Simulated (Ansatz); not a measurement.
## Calculated electric field gradients for CaB2H8

The cell is a computed structure from the Materials Project (it need not be an observed phase), taken as it stands.

```cif
data_CaB2H8
_symmetry_space_group_name_H-M 'P-4'
_symmetry_Int_Tables_number 81
_cell_length_a 6.9926
_cell_length_b 6.9926
_cell_length_c 4.3505
_cell_angle_alpha 90.000
_cell_angle_beta 90.000
_cell_angle_gamma 90.000
loop_
_atom_site_label
_atom_site_type_symbol
_atom_site_symmetry_multiplicity
_atom_site_Wyckoff_symbol
_atom_site_fract_x
_atom_site_fract_y
_atom_site_fract_z
Ca Ca 2 g 0.5000 0.0000 0.2471
B B 4 h 0.2001 0.3149 0.2528
H7 H 4 h 0.3745 0.3024 0.2400
H11 H 4 h 0.1380 0.2383 0.4851
H15 H 4 h 0.1708 0.4884 0.2546
H19 H 4 h 0.1251 0.2376 0.0311
```

One atom of each set is listed.

Computed with Ansatz: DFT, r2SCAN, plane waves and PAW, scalar-relativistic, 500 eV cutoff, Γ-centred 4×4×7 k-points, Fermi–Dirac smearing 0.02 eV.

C_Q = eQV_zz/h, which is 24.18 MHz for Q = 1 b and V_zz = 10²¹ V/m²; η = (V_xx − V_yy)/V_zz. ν_Q = 3|C_Q|/[2I(2I − 1)].

Ca-43: I = 7/2, Q = -40.80 mb; ¹¹B: I = 3/2, Q = 40.59 mb; H-2: I = 1, Q = 2.858 mb. Nuclear quadrupole moments: year-2017 set (Pyykkö).

Q: Which values are expected at the nuclei?

A: 

```json
{"site": "Ca", "atoms": "2", "first shell": "10 H at 2.29–2.49 Å", "C_Q (MHz)": "-1.31", "η": "0.07", "ν_Q (MHz)": "0.094"}
{"site": "B", "atoms": "4", "first shell": "4 H at 1.22–1.23 Å", "C_Q (MHz)": "0.196", "η": "0.21", "ν_Q (MHz)": "0.098"}
{"site": "H7", "atoms": "4", "first shell": "1 B at 1.22 Å", "C_Q (MHz)": "0.128", "η": "0.11", "ν_Q (MHz)": "0.192"}
{"site": "H11", "atoms": "4", "first shell": "1 B at 1.22 Å", "C_Q (MHz)": "0.122", "η": "0.15", "ν_Q (MHz)": "0.182"}
{"site": "H15", "atoms": "4", "first shell": "1 B at 1.23 Å", "C_Q (MHz)": "0.115", "η": "0.16", "ν_Q (MHz)": "0.173"}
{"site": "H19", "atoms": "4", "first shell": "1 B at 1.22 Å", "C_Q (MHz)": "0.122", "η": "0.15", "ν_Q (MHz)": "0.182"}
```

At H7, H11, H15 and H19 V_zz points along its bond to B (within 6°) in each case.

The lattice is static: at room temperature BH₄ may turn and average the couplings of its hydrogen.
